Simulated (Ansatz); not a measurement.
# MgSi in Ansatz: the effect of functional

MgSi:

```xyz
2
Lattice="2.9084 0.0000 0.0000 0.0000 2.9084 0.0000 0.0000 0.0000 4.1034" Properties=species:S:1:pos:R:3 pbc="T T T"
Si    1.4542    1.4542    2.0517
Mg    0.0000    0.0000    0.0000
```

The cell comes from a database or a generator and needn't be the stable form of this composition.

Alike in all runs:

```yaml
Program: Ansatz 0.2.0
Task: equation of state
Potentials_or_basis: Ansatz PAW
k_mesh: 9 × 9 × 7
Occupations: fermi-dirac, width 0.05 eV
Spin: no spin polarisation
```

**Question.** One run gave: V0 of scaled cells 16.48 Å³/atom; B0 69 GPa. Which functional did it use?
A. r2SCAN
B. LDA
C. PBEsol

**Answer.** B.

| functional | cutoff | V0 of scaled cells (Å³/atom) | B0 (GPa) |
| --- | --- | --- | --- |
| LDA | 420 eV | 16.48 | 69 |
| PBEsol | 420 eV | 16.94 | 66 |
| r2SCAN | 500 eV | 17.03 | 66 |

Caveats: the cell was scaled at fixed shape and fractional positions, which overstates the stiffness of a crystal with free parameters, most of all of layers and chains; the PAW data sets come from PBE, with cores solved anew for the run's functional, which leaves a small shift of forces and pressure.

Not every run made on this cell is shown here.
